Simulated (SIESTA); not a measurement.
Runs of SIESTA 5.4.2 on MnO. The structure is cubic, space group Fm-3m (No. 225). Conventional cell: a = 4.448 Å, b = 4.448 Å, c = 4.448 Å, α = 90.00°, β = 90.00°, γ = 90.00°. Around Mn (site symmetry m-3m) lie 6 O at 2.22 Å. O (site symmetry m-3m) is surrounded by 6 Mn at 2.22 Å. The cell is a database's computed one.

```csv
task,level,potentials or basis,cell,k mesh,optimiser,force tolerance,hubbard projector method,U from the first cycle,energy shift,gap on the mesh (eV),pressure (GPa),moment (μB),relaxed volume (Å³/atom)
band structure,LDA,"PseudoDojo 0.4 standard (LDA files), DZP (energy shift 0.003 Ry; two zetas on semicore shells)",as given,10 × 10 × 10,-,-,-,-,0.003 Ry,none,-14.9,(c),-
relaxation of cell and atoms,RPBE,"PseudoDojo 0.4 standard (PBE files), DZP (energy shift 0.002 Ry)",relaxed,7 × 7 × 7,Broyden,0.04 eV/Å,-,-,0.002 Ry,none,0.0,4.96,11.66
band structure,PBE,"PseudoDojo 0.4 standard (PBE files), DZP (energy shift 0.003 Ry; two zetas on semicore shells)",as given,10 × 10 × 10,-,-,-,-,0.003 Ry,none,1.5,(b),-
single point,PBE,"PseudoDojo 0.4 standard (PBE files), DZP (energy shift 0.003 Ry; two zetas on semicore shells)",as given,7 × 7 × 7,-,-,1,yes,0.003 Ry,none,1.3,(a),-
band structure,BLYP,"PseudoDojo 0.4 standard (PBE files), DZP (energy shift 0.003 Ry; two zetas on semicore shells)",as given,10 × 10 × 10,-,-,-,-,0.003 Ry,none,6.2,4.79,-
single point,PBE,"PseudoDojo 0.4 standard (PBE files), TZP (energy shift 0.002 Ry)",as given,8 × 8 × 8,-,-,-,-,0.002 Ry,none,1.9,4.84,-
relaxation of cell and atoms,PBEsol,"PseudoDojo 0.4 standard (PBEsol files), DZP (energy shift 0.003 Ry; two zetas on semicore shells)",relaxed,8 × 8 × 8,-,0.02 eV/Å,-,-,0.003 Ry,none,0.0,4.63,10.39
```

Alike in all rows: spin collinear, ferromagnetic start; smearing fermi-dirac 0.05 eV; grid cutoff 800 Ry.

Task: Fill in the values left out.

Result: (a) 4.82; (b) 4.83; (c) 4.66.

Caveats: the basis of atomic orbitals isn't converged, which shifts pressures, moduli and gaps; a cell with one magnetic atom can't hold antiferromagnetic order, which such compounds often take; semilocal functionals often make such compounds metallic where correlation or magnetic order opens a gap, which also shifts bond lengths; short orbitals over semicore shells can move pressures by several GPa (some runs); semicore shells carry a single zeta, which can move pressures by several GPa and volumes by a few percent (some runs); the potentials were made for another functional, which shifts forces and pressure (some runs).

A k mesh can miss the band edges.

A gap of «none» marks a metal or a gap under the smearing width.

Not every run made on this cell is shown here.
